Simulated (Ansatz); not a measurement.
**Ba, simple cubic: geometry optimisation**

All numbers below come from DFT, PBE, plane waves (420 eV) with PAW, scalar-relativistic (Ansatz 0.2.0).

k-point mesh 8×8×8, Fermi-Dirac smearing 0.1 eV, no spin polarisation. Cell and atoms relax.

Starting structure:

```yaml
crystal:
  lattice:
    - [4.07163, 0.00000, 0.00000]
    - [0.00000, 4.07163, 0.00000]
    - [0.00000, 0.00000, 4.07163]
  atoms:
    - { symbol: Ba, position: [0.00000, 0.00000, 0.00000] }
```

Task: The pressure at the start is -0.5 GPa. By how much does the volume change?

Result: From 67.50 to 61.82 Å³ per atom, -8.4 %. The final cell has a = 3.954 Å.

Task: How much energy does the relaxation gain?

Result: 9.9 meV per atom.
